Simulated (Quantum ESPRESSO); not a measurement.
# FeO (Wuestite): Wannier functions under several settings

```xyz
2
Lattice="0.0000 2.1554 2.1554 2.1554 0.0000 2.1554 2.1554 2.1554 0.0000" Properties=species:S:1:pos:R:3 pbc="T T T"
Fe    0.0000    0.0000    0.0000
O     2.1554    2.1554    2.1554
```

All runs used Quantum ESPRESSO 7.5; potentials PseudoDojo 0.4.1 SR LDA standard; k mesh 8 × 8 × 8; given cell; collinear spin, ferromagnetic start; cutoff 1225 eV; occupations fermi-dirac, width 0.05 eV.

| level | start | Wannier mesh | spread a function (Å²) | RMS miss of the bands (meV) |
| --- | --- | --- | --- | --- |
| LDA | atomic projections with disentanglement | 6 × 6 × 6 | 0.83 | 2 |
| LDA | atomic projections with disentanglement, not minimised | 6 × 6 × 6 | 0.92 | 1 |
| LDA | SCDM with an erfc weight | 6 × 6 × 6 | ? | ? |

**Question.** What stands in the row left open?

**Answer.** Spread a function 1.24 Å²; RMS miss of the bands 16 meV.

Caveats: a cell with one magnetic atom can't hold antiferromagnetic order, which such compounds often take.

For the row left open. Caveat: the k mesh is coarse; a cell with one magnetic atom can't hold antiferromagnetic order, which such compounds often take.
